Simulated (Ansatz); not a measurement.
Relaxation of ScAl3

Level of theory: DFT PBEsol, scalar-relativistic, plane waves, PAW in Ansatz. Run with 420 eV cutoff, 10×10×10 k-mesh, Gaussian smearing of 0.10 eV, no spin polarisation.

What was changed: relaxed at -3 GPa.

Command:

```bash
ansatz run input.yaml --threads 1 --pin off --max-ram 2560MiB --backend cpu --events-out ev --progress --plain --runs-dir out
```

Input:

```yaml
crystal:
  lattice:
    - [4.1096265052, 0.0, 0.0]
    - [0.0, 4.1096265052, 0.0]
    - [0.0, 0.0, 4.1096265052]
  atoms:
    - { symbol: Sc, position: [0.0, 0.0, 0.0] }
    - { symbol: Al, position: [0.5, 0.0, 0.5] }
    - { symbol: Al, position: [0.0, 0.5, 0.5] }
    - { symbol: Al, position: [0.5, 0.5, 0.0] }
basis:
  ecutwfc: 420
kpoints:
  mp_grid: { grid: [10, 10, 10] }
hamiltonian:
  xc: pbesol
scf:
  occupations: { method: gaussian, width: 0.1 }
output:
  forces: true
  stress: true
  eigenvalues: true
relax:
  adjacent_minimum: "off"
  f_tol: 0.008
  max_steps: 50
  cell: { stress_tol: 0.08, p_target: -3.0 }
```

F is the free energy. Steps run on the plane waves of an earlier cell, but the last one, and at times one on the way, on a freshly chosen basis, so a repeated geometry can differ a little in energy. The relaxation lowers the enthalpy F + PV at the target pressure, so F itself can rise.

Steps:

| step | F − F(1) (eV) | largest force component (eV/Å) | V (Å³/atom) | P (GPa) |
| --- | --- | --- | --- | --- |
| 1 | 0.0000 | 0.000 | 17.352 | -2.45 |
| 2 | 0.0145 | 0.000 | 17.549 | -3.35 |
| 3 | 0.0083 | 0.000 | 17.472 | -3.00 |
| 4 | 0.0081 | 0.000 | 17.472 | -3.00 |

Relaxed structure:

```cif
data_structure
_symmetry_space_group_name_H-M 'P 1'
_symmetry_Int_Tables_number 1
_cell_length_a 4.1191
_cell_length_b 4.1191
_cell_length_c 4.1191
_cell_angle_alpha 90.000
_cell_angle_beta 90.000
_cell_angle_gamma 90.000
_cell_volume 69.89
loop_
_atom_site_label
_atom_site_type_symbol
_atom_site_fract_x
_atom_site_fract_y
_atom_site_fract_z
_atom_site_occupancy
Sc1 Sc 0.00000 0.00000 0.00000 1
Al1 Al 0.50000 0.00000 0.50000 1
Al2 Al 0.00000 0.50000 0.50000 1
Al3 Al 0.50000 0.50000 0.00000 1
```

It takes space group Pm-3m (No. 221, cubic). Conventional cell: a = 4.119 Å, b = 4.119 Å, c = 4.119 Å, α = 90.00°, β = 90.00°, γ = 90.00°. Sc (site symmetry m-3m) is surrounded by 12 Al at 2.91 Å. Al (site symmetry 4/mmm) has 4 Sc at 2.91 Å and 8 Al at 2.91 Å as nearest neighbours.

The run converged. Time: 28 s on 1 thread of Intel(R) Xeon(R) Processor @ 2.50GHz (Skylake/Cascade Lake), with other jobs on the host, peak memory 0.4 GiB.